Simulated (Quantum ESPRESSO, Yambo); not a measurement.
An input for Yambo 5.3.0 (InP (F-43m)):

```
HF_and_locXC
gw0
dyson
ppa
em1d
rim_cut
RandQpts= 1000000
RandGvec= 1 RL
EXXRLvcs= 80 Ry
VXCRLvcs= 320 Ry
Chimod= "HARTREE"
% BndsRnXp
 1 | 87 |
%
NGsBlkXp= 9 Ry
% LongDrXp
 1 | 1 | 1 |
%
% GbndRnge
 1 | 87 |
%
DysSolver= "n"
ExtendOut
PPAPntXp= 27.21138 eV
% QPkrange
 1 | 1 | 12 | 15 |
%
```

```sh
OMP_NUM_THREADS=1 mpirun -n 4 yambo -F gw1.in -J gw1 -C gw1 > gw1.log
```

The stored states that it reads are on a 4×4×4 mesh. The structure is cubic, space group F-43m (No. 216). Conventional cell: a = 5.869 Å, b = 5.869 Å, c = 5.869 Å, α = 90.00°, β = 90.00°, γ = 90.00°. Nearest to In lie 4 P at 2.54 Å. Nearest to P lie 4 In at 2.54 Å. Farther neighbours are not listed.

Q: Estimate wall time and host memory on 4 MPI ranks of Intel Xeon Platinum 8559C (Emerald Rapids), shared host.

It took 43 s; on shared hardware allow 22 s to 87 s. Peak host memory was 1.6 GiB.

The screening grows as filled bands × empty bands × pairs of k points, times the square of the screening basis for the matrix.

[Paths, hosts, dates, memory and timing lines, banners, echoed tables and standing remarks are left out of the program output.]

[Logs are printed without paths, hosts, clocks, repeated set-up lines and the standing remarks that a program may print on its own settings, such as how far it seeks lower states.]

[Runs of the session that timed out or met a known fault of the program may be left out.]

[Hosts, paths, dates, database ids (printed as entryN), source tags and the programs' standing remarks are cut or masked in the printed files.]
